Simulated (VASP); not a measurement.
# LiF (P6_3mc) in VASP: notebook

Runs on LiF. Level: PBE. Tasks: electric field gradients, dielectric tensor.

Program: VASP 6.6.1. These are calculated values, not measurements. Logs are shortened: lines on timing, memory, paths and dates and some standing lists are left out, and cuts for length are marked.

## Step 1: The structure

It takes space group P6_3mc (No. 186, hexagonal). The conventional cell has a = 3.061 Å, b = 3.061 Å, c = 4.807 Å, α = 90.00°, β = 90.00°, γ = 120.00°. Around Li (site symmetry 3m) lie 4 F at 1.85 to 1.86 Å. Around F (site symmetry 3m) lie 4 Li at 1.85 to 1.86 Å.

Measurements of this composition are mostly on another form, of space group No. 225.

## Step 2: Electric field gradients, PBE

Contents of INCAR:

```
ALGO = Fast ; EDIFF = 1E-8
ENCUT = 520 ; GGA = PE
ISIF = 2 ; ISMEAR = -1
LASPH = T ; LCHARG = F
LEFG = T ; LREAL = F
LWAVE = F ; NBANDS = 18
NELM = 60 ; PREC = Accurate
SIGMA = 0.02
```

Contents of KPOINTS:

```
k-points
0
Gamma
  7 7 4
```

Contents of POSCAR:

```
LiF
1.0
    3.0609398175      0.0000000000      0.0000000000
   -1.5304699087      2.6508516414      0.0000000000
    0.0000000000      0.0000000000      4.8073245700
Li F
2 2
Direct
    0.3333333333      0.6666666667      0.3811542600
    0.6666666667      0.3333333333      0.8811542600
    0.3333333333      0.6666666667      0.9938437400
    0.6666666667      0.3333333333      0.4938437400
```

Potentials or basis: VASP PAW PBE potentials, release 64 (Li_sv, F).

Started as:

```bash
$ cat potpaw_PBE.64/Li_sv/POTCAR potpaw_PBE.64/F/POTCAR > POTCAR
$ mpirun -np 1 vasp_std > vasp.out
```

OUTCAR:

```text
EDIFF = 1E-8
   ENCUT = 520
   GGA = PE
   ISIF = 2
   ISMEAR = -1
   LASPH = T
   LREAL = F
   NELM = 60
   PREC = Accurate

 ion  position               nearest neighbor table
   1  0.333  0.667  0.381-   4 1.85   4 1.85   4 1.85   3 1.86
   2  0.667  0.333  0.881-   3 1.85   3 1.85   3 1.85   4 1.86
   3  0.333  0.667  0.994-   2 1.85   2 1.85   2 1.85   1 1.86
   4  0.667  0.333  0.494-   1 1.85   1 1.85   1 1.85   2 1.86

  LATTYP: Found a hexagonal cell.
 ALAT       =     3.0609398175
 C/A-ratio  =     1.5705387419

  Lattice vectors:

 A1 = (   3.0609398175,   0.0000000000,   0.0000000000)
 A2 = (  -1.5304699087,   2.6508516414,   0.0000000000)
 A3 = (   0.0000000000,   0.0000000000,   4.8073245700)

Analysis of symmetry for initial positions (statically):
=====================================================================
 Subroutine PRICEL returns:
 Original cell was already a primitive cell.

 Routine SETGRP: Setting up the symmetry group for a
 hexagonal supercell.

 Subroutine GETGRP returns: Found 12 space group operations
 (whereof  6 operations were pure point group operations)
 out of a pool of 24 trial point group operations.

The static configuration has the point symmetry C_3v.
 The point group associated with its full space group is C_6v.

Analysis of symmetry for dynamics (positions and initial velocities):
=====================================================================
 Subroutine PRICEL returns:
 Original cell was already a primitive cell.

 Routine SETGRP: Setting up the symmetry group for a
 hexagonal supercell.

 Subroutine GETGRP returns: Found 12 space group operations
 (whereof  6 operations were pure point group operations)
 out of a pool of 24 trial point group operations.

The dynamic configuration has the point symmetry C_3v.
 The point group associated with its full space group is C_6v.

 Subroutine INISYM returns: Found 12 space group operations
 (whereof  6 operations are pure point group operations),
 and found     1 'primitive' translations

----------------------------------------------------------------------------------------

                                     Primitive cell

  volume of cell :      39.0071

  direct lattice vectors                    reciprocal lattice vectors
     3.060939817  0.000000000  0.000000000     0.326697047  0.188618628  0.000000000
    -1.530469909  2.650851641  0.000000000     0.000000000  0.377237256  0.000000000
     0.000000000  0.000000000  4.807324570     0.000000000  0.000000000  0.208015911

  length of vectors
     3.060939817  3.060939817  4.807324570     0.377237256  0.377237256  0.208015911

  position of ions in fractional coordinates (direct lattice)
     0.333333333  0.666666667  0.381154260
     0.666666667  0.333333333  0.881154260
     0.333333333  0.666666667  0.993843740
     0.666666667  0.333333333  0.493843740

  ion indices of the primitive-cell ions
   primitive index   ion index
                 1           1
                 2           2
                 3           3
                 4           4

----------------------------------------------------------------------------------------

 KPOINTS: k-points

Automatic generation of k-mesh.
 Grid dimensions read from file:
 generate k-points for:    7    7    4

 Generating k-lattice:

  Cartesian coordinates                     Fractional coordinates (reciprocal lattice)
     0.046671007  0.026945518  0.000000000     0.142857143 -0.000000000  0.000000000
     0.000000000  0.053891037  0.000000000     0.000000000  0.142857143  0.000000000
[... 43 lines left out ...]
   dimension x,y,z NGXF=    48 NGYF=   48 NGZF=   72
   ions per type =               2   2
   NGX,Y,Z   is equivalent  to a cutoff of  13.03, 13.03, 12.45 a.u.
   NGXF,Y,Z  is equivalent  to a cutoff of  26.07, 26.07, 24.90 a.u.
 SYSTEM =  unknown system
   PREC   = accura    normal or accurate (medium, high low for compatibility)
   ISTART =      0    job   : 0-new  1-cont  2-samecut
   ICHARG =      2    charge: 1-file 2-atom 10-const
   ISPIN  =      1    spin polarized calculation?
   LNONCOLLINEAR =      F non collinear calculations
   LSORBIT =      F    spin-orbit coupling
   LASPH  =      T    aspherical Exc in radial PAW
   ENCUT  =  520.0 eV  38.22 Ry    6.18 a.u.   5.69  5.69  8.94*2*pi/ulx,y,z
   NELM   =     60;   NELMIN=  2; NELMDL= -5     # of ELM steps
   EDIFF  = 0.1E-07   stopping-criterion for ELM
   LREAL  =      F    real-space projection
   EDIFFG = 0.1E-06   stopping-criterion for IOM
   NSW    =      0    number of steps for IOM
   IBRION =     -1    ionic relax: 0-MD 1-quasi-New 2-CG
   NFREE  =      0    steps in history (QN), initial steepest desc. (CG)
   ISIF   =      2    stress and relaxation
   ISYM   =      2    0-nonsym 1-usesym 2-fastsym
   POTIM  = 0.5000    time-step for ionic-motion
   TEBEG  =    0.0;   TEEND  =   0.0 temperature during run
   PSTRESS=    0.0 pullay stress
   NELECT =      20.0000    total number of electrons
   NUPDOWN=      -1.0000    fix difference up-down
   EMIN   =  10.00;   EMAX   =-10.00  energy-range for DOS
   EFERMI =   0.00;   METHOD = LEGACY
   ISMEAR =    -1;   SIGMA  =   0.02  broadening in eV -4-tet -1-fermi 0-gaus
   EFERMI_NEDOS =   21; number of points for ismear=-14 and -15
   IALGO  =     68    algorithm
   IMIX   =      4    mixing-type and parameters
     AMIX     =   0.40;   BMIX     =  1.00
     AMIX_MAG =   1.60;   BMIX_MAG =  1.00
  volume/ion in A,a.u.               =       9.75        65.81
  Fermi-wavevector in a.u.,A,eV,Ry     =   1.310299  2.476105 23.359603  1.716882
  Thomas-Fermi vector in A             =   2.440838
   LORBIT       =      0    0 simple, 1 ext, 2 COOP (PROOUT), +10 PAW based schemes
   GGA     = PE    functional components
   LHFCALC =     F    Hartree Fock is set to
   AEXX    =    0.0000 exact exchange contribution
   IVDW    =     0    specifies the selected vdW correction
   LEPSILON=     F    determine dielectric tensor
   LRPA    =     F    only Hartree local field effects (RPA)
 non-spin polarized calculation
 RMM-DIIS sequential band-by-band and
  energy-cutoff  :      520.00
  volume of cell :       39.01
 maximum number of plane-waves:      1085
 NGX is ok and might be reduce to    24
   NGX = 11   NGY = 11   NGZ = 17

 number of electron      20.0000020 magnetization

 Free energy of the ion-electron system (eV)
  ---------------------------------------------------
  ext. energy  EPLUGINS =         0.00000000
  ---------------------------------------------------
  free energy    TOTEN  =       -19.27048511 eV

  energy without entropy =      -19.27048511  energy(sigma->0) =      -19.27048511

 E-fermi :  -1.9103     XC(G=0):  -8.9127

 val. band max:       -2.3868395072   @ k =   0.0000   0.0000   0.0000
 cond. band min:       5.5225519476   @ k =   0.0000   0.0000   0.0000
 fundamental gap:      7.9093914549
 Fermi energy:        -1.9103432988

 k-point     1 :       0.0000    0.0000    0.0000
  band No.  band energies     occupation
      1     -42.7743      2.00000
      2     -42.7303      2.00000
      3     -21.8557      2.00000
      4     -21.6142      2.00000
      5      -4.5973      2.00000
      6      -2.8602      2.00000
[... 481 lines left out ...]
      5      -4.0223      2.00000
      6      -4.0223      2.00000
[... 10 lines left out ...]
     17      18.6186      0.00000
     18      18.6186      0.00000

------------------------ aborting loop because EDIFF is reached ----------------------------------------

  FORCE on cell =-STRESS in cart. coord.  units (eV):
  Direction    XX          YY          ZZ          XY          YZ          ZX
  --------------------------------------------------------------------------------------
  -------------------------------------------------------------------------------------
  Total        0.8765153      0.8765153      0.7661742      0.0000000      0.0000000      0.0000000
  in kB       36.0019817     36.0019817     31.4698345      0.0000000      0.0000000      0.0000000
  external PRESSURE =      34.4912660 kB  Pullay stress =       0.0000000 kB

 VOLUME and BASIS-vectors are now :
 -----------------------------------------------------------------------------
  energy-cutoff  :      520.00
  volume of cell :       39.01
      direct lattice vectors                 reciprocal lattice vectors
     3.060939817  0.000000000  0.000000000     0.326697047  0.188618628  0.000000000
    -1.530469909  2.650851641  0.000000000     0.000000000  0.377237256  0.000000000
     0.000000000  0.000000000  4.807324570     0.000000000  0.000000000  0.208015911

 POSITION                                       TOTAL-FORCE (eV/Angst)
 -----------------------------------------------------------------------------------
     -0.00000      1.76723      1.83233         0.000000      0.000000     -0.002154
      1.53047      0.88362      4.23599         0.000000     -0.000000     -0.002154
     -0.00000      1.76723      4.77773        -0.000000      0.000000      0.002154
      1.53047      0.88362      2.37407        -0.000000     -0.000000      0.002154
 -----------------------------------------------------------------------------------
    total drift:                                0.000001      0.000001     -0.006702

  FREE ENERGIE OF THE ION-ELECTRON SYSTEM (eV)
  ---------------------------------------------------
  free  energy   TOTEN  =       -19.2704851083 eV

  energy  without entropy=      -19.2704851083  energy(sigma->0) =      -19.27048511

 Electric field gradients (V/A^2)
---------------------------------------------------------------------
 ion       V_xx      V_yy      V_zz      V_xy      V_xz      V_yz
---------------------------------------------------------------------
   1      -0.039    -0.037     0.076     0.001     0.000    -0.000
   2      -0.039    -0.037     0.076     0.001    -0.000     0.000
   3       0.360     0.365    -0.725     0.004    -0.000     0.000
   4       0.360     0.365    -0.725     0.004     0.000    -0.000
---------------------------------------------------------------------

 Electric field gradients after diagonalization (V/A^2)
 (convention: |V_zz| > |V_xx| > |V_yy|)
----------------------------------------------------------------------
 ion       V_xx      V_yy      V_zz     asymmetry (V_yy - V_xx)/ V_zz
----------------------------------------------------------------------
   1      -0.040    -0.037     0.076       0.041
   2      -0.040    -0.037     0.076       0.041
   3       0.368     0.358    -0.725       0.014
   4       0.368     0.358    -0.725       0.014
----------------------------------------------------------------------

           NMR quadrupolar parameters

 Cq : quadrupolar parameter    Cq=e*Q*V_zz/h
 eta: asymmetry parameters     (V_yy - V_xx)/ V_zz
 Q  : nuclear electric quadrupole moment in mb (millibarn)
----------------------------------------------------------------------
 ion       Cq(MHz)       eta       Q (mb)
----------------------------------------------------------------------
   1       0.000       0.041       1.000
   2       0.000       0.041       1.000
   3      -0.002       0.014       1.000
   4      -0.002       0.014       1.000
----------------------------------------------------------------------
```

Wall time 15 s (1 thread of Intel Xeon 6975P-C (Granite Rapids), shared host); peak memory 0.15 GiB.

What came out:

| Quantity | Value |
| --- | --- |
| Free energy | -19.2705 eV |
| Band gap on the k mesh | 7.91 eV, direct |

Forces on the atoms (eV/Å):
```
Li   0.000  0.000 -0.002
Li   0.000  0.000 -0.002
F    0.000  0.000  0.002
F    0.000  0.000  0.002
```

Electric field gradients, principal values (V/Å²):
| atom | Vxx | Vyy | Vzz |
| --- | --- | --- | --- |
| 1 Li | -0.037 | -0.040 | 0.076 |
| 2 Li | -0.037 | -0.040 | 0.076 |
| 3 F | 0.358 | 0.368 | -0.725 |
| 4 F | 0.358 | 0.368 | -0.725 |

Caveat: the cutoff is under 1.25 times the usual one of these potentials, so pressure, stress and relaxed cells hold a basis-set (Pulay) error; an odd mesh through Γ misses points on the zone boundary, where band edges often lie.

## Step 3: Dielectric tensor, PBE

Contents of INCAR:

```
SYSTEM = LiF
PREC = Accurate
ENCUT = 520
EDIFF = 1E-8
ISMEAR = 0
SIGMA = 0.01
LREAL = .FALSE.
LASPH = .TRUE.
NELM = 100
ALGO = Fast
ISIF = 2
LWAVE = .FALSE.
LCHARG = .FALSE.
GGA = PE
LEPSILON = .TRUE.
```

Contents of KPOINTS:

```
regular mesh
0
G
  7 7 4
  0 0 0
```

POSCAR is that of step 2.

Potentials or basis: VASP PAW PBE potentials, release 64 (Li_sv, F).

Started as:

```bash
$ cat potpaw_PBE.64/Li_sv/POTCAR potpaw_PBE.64/F/POTCAR > POTCAR
$ mpirun -np 1 vasp_std > vasp.out
```

OUTCAR:

```text
SYSTEM = LiF
   PREC = Accurate
   ENCUT = 520
   EDIFF = 1E-8
   ISMEAR = 0
   LREAL = .FALSE.
   LASPH = .TRUE.
   NELM = 100
   ISIF = 2
   GGA = PE
   LEPSILON = .TRUE.

 ion  position               nearest neighbor table
   1  0.333  0.667  0.381-   4 1.85   4 1.85   4 1.85   3 1.86
   2  0.667  0.333  0.881-   3 1.85   3 1.85   3 1.85   4 1.86
   3  0.333  0.667  0.994-   2 1.85   2 1.85   2 1.85   1 1.86
   4  0.667  0.333  0.494-   1 1.85   1 1.85   1 1.85   2 1.86

  LATTYP: Found a hexagonal cell.
 ALAT       =     3.0609398175
 C/A-ratio  =     1.5705387419

  Lattice vectors:

 A1 = (   3.0609398175,   0.0000000000,   0.0000000000)
 A2 = (  -1.5304699087,   2.6508516414,   0.0000000000)
 A3 = (   0.0000000000,   0.0000000000,   4.8073245700)

Analysis of symmetry for initial positions (statically):
=====================================================================
 Subroutine PRICEL returns:
 Original cell was already a primitive cell.

 Routine SETGRP: Setting up the symmetry group for a
 hexagonal supercell.

 Subroutine GETGRP returns: Found 12 space group operations
 (whereof  6 operations were pure point group operations)
 out of a pool of 24 trial point group operations.

The static configuration has the point symmetry C_3v.
 The point group associated with its full space group is C_6v.

Analysis of symmetry for dynamics (positions and initial velocities):
=====================================================================
 Subroutine PRICEL returns:
 Original cell was already a primitive cell.

 Routine SETGRP: Setting up the symmetry group for a
 hexagonal supercell.

 Subroutine GETGRP returns: Found 12 space group operations
 (whereof  6 operations were pure point group operations)
 out of a pool of 24 trial point group operations.

[... 601 lines left out ...]

 Free energy of the ion-electron system (eV)
  ---------------------------------------------------
  ---------------------------------------------------
  free energy    TOTEN  =        -0.10596572 eV

  energy without entropy =       -0.10596572

------------------------ aborting loop because EDIFF is reached ----------------------------------------

--------------------------------------- Ionic step        2  -------------------------------------------

------------------------ aborting loop because EDIFF is reached ----------------------------------------

--------------------------------------- Ionic step        3  -------------------------------------------

 Free energy of the ion-electron system (eV)
  ---------------------------------------------------
  ---------------------------------------------------
  free energy    TOTEN  =        -0.10728931 eV

  energy without entropy =       -0.10728931

------------------------ aborting loop because EDIFF is reached ----------------------------------------

 PIEZOELECTRIC TENSOR FIELD DIRECTION 3  (e Angst)
 -----------------------------------------------------------------------------
    -0.14540 -0.00000  0.00000           ( -0.00022 -0.00000  0.00000)
    -0.00000 -0.14540  0.00000           ( -0.00000 -0.00022  0.00000)
    -0.00000 -0.00000  0.28362           (  0.00000  0.00000  0.00759)

 PIEZOELECTRIC TENSOR FIELD DIRECTION 3  (C/m^2)
 -----------------------------------------------------------------------------
    -0.05972 -0.00000  0.00000
    -0.00000 -0.05972  0.00000
    -0.00000 -0.00000  0.11649

 MACROSCOPIC STATIC DIELECTRIC TENSOR (including local field effects in DFT)
 ------------------------------------------------------
           1.884738     0.000000     0.000000
           0.000000     1.884738    -0.000000
           0.000000    -0.000000     1.898262
 ------------------------------------------------------

 PIEZOELECTRIC TENSOR (including local field effects)  for field in x, y, z        (e  Angst)
          XX          YY          ZZ          XY          YZ          ZX
  --------------------------------------------------------------------------------
  x    -0.00000     0.00000     0.00000    -0.00000    -0.00000    -0.16000
  y     0.00000     0.00000     0.00000     0.00000    -0.16000    -0.00000
  z    -0.14540    -0.14540     0.28362    -0.00000     0.00000     0.00000

 PIEZOELECTRIC TENSOR (including local field effects)  for field in x, y, z        (C/m^2)
          XX          YY          ZZ          XY          YZ          ZX
  --------------------------------------------------------------------------------
  x    -0.00000     0.00000     0.00000    -0.00000    -0.00000    -0.06572
  y     0.00000     0.00000     0.00000     0.00000    -0.06572    -0.00000
  z    -0.05972    -0.05972     0.11649    -0.00000     0.00000     0.00000

 BORN EFFECTIVE CHARGES (including local field effects) (in |e|, cummulative output)
 ---------------------------------------------------------------------------------
 ion    1
    1     0.97461     0.00000    -0.00000
    2     0.00000     0.97461    -0.00000
    3    -0.00000     0.00000     0.99198
 ion    2
    1     0.97461     0.00000     0.00000
    2     0.00000     0.97461     0.00000
    3     0.00000    -0.00000     0.99198
 ion    3
    1    -0.97461    -0.00000     0.00000
    2    -0.00000    -0.97461    -0.00000
    3    -0.00000     0.00000    -0.99198
 ion    4
    1    -0.97461    -0.00000     0.00000
    2    -0.00000    -0.97461     0.00000
    3     0.00000     0.00000    -0.99198
```

OSZICAR:

```text
N       E                     dE             d eps       ncg     rms          rms(c)
DAV:   1     0.134713912439E+03    0.13471E+03   -0.11316E+04   672   0.156E+03
DAV:   2    -0.953580587233E+01   -0.14425E+03   -0.14105E+03   774   0.361E+02
DAV:   3    -0.205929437213E+02   -0.11057E+02   -0.11033E+02  1302   0.812E+01
DAV:   4    -0.206889978914E+02   -0.96054E-01   -0.96025E-01   780   0.972E+00
[... 11 lines left out ...]
RMM:   7    -0.107269390290E+00   -0.51519E-04   -0.17796E-05  1598   0.210E-02    0.102E-03
RMM:   8    -0.107281045481E+00   -0.11655E-04   -0.57504E-06  1619   0.881E-03    0.393E-04
RMM:   9    -0.107287912123E+00   -0.68666E-05   -0.45576E-06  1633   0.351E-03    0.205E-04
RMM:  10    -0.107289167411E+00   -0.12553E-05   -0.85871E-06  1638   0.157E-03    0.594E-05
RMM:  11    -0.107288604352E+00    0.56306E-06   -0.64413E-06  1614   0.722E-04    0.243E-05
RMM:  12    -0.107289310134E+00   -0.70578E-06   -0.29962E-06  1509   0.344E-04    0.816E-06
```

It took 1.9 min on 1 thread of Intel Xeon 6975P-C (Granite Rapids), shared host; peak memory 0.2 GiB.

What came out:

```
Band gap on the k mesh                  : 7.91 eV, direct
Electronic dielectric tensor (diagonal) : 1.88, 1.88, 1.90
Born charges (mean of the diagonal)     : Li +0.98; F -0.98 e
```

Levels at points of the mesh, in eV from the valence-band top:
```csv
k point,band 7,band 8,band 9,band 10,band 11,band 12,band 13,band 14
"(0.00, 0.00, 0.00)",-0.47,-0.15,-0.15,0.00,7.91,12.19,15.45,18.74
"(0.00, 0.00, 0.50)",-0.31,-0.31,-0.31,-0.31,9.61,9.61,17.80,17.80
```

Electronic dielectric tensor:
```
1.88 0.00 0.00
0.00 1.88 0.00
0.00 0.00 1.90
```

Born effective charge tensors (e):
atom 1, Li
```
0.97 0.00 0.00
0.00 0.97 0.00
0.00 0.00 0.99
```
atom 2, Li
```
0.97 0.00 0.00
0.00 0.97 0.00
0.00 0.00 0.99
```
atom 3, F
```
-0.97  0.00  0.00
 0.00 -0.97  0.00
 0.00  0.00 -0.99
```
atom 4, F
```
-0.97  0.00  0.00
 0.00 -0.97  0.00
 0.00  0.00 -0.99
```

Caveat: the cutoff is under 1.25 times the usual one of these potentials, so pressure, stress and relaxed cells hold a basis-set (Pulay) error; an odd mesh through Γ misses points on the zone boundary, where band edges often lie.

(Continued in part 2 of 2.)
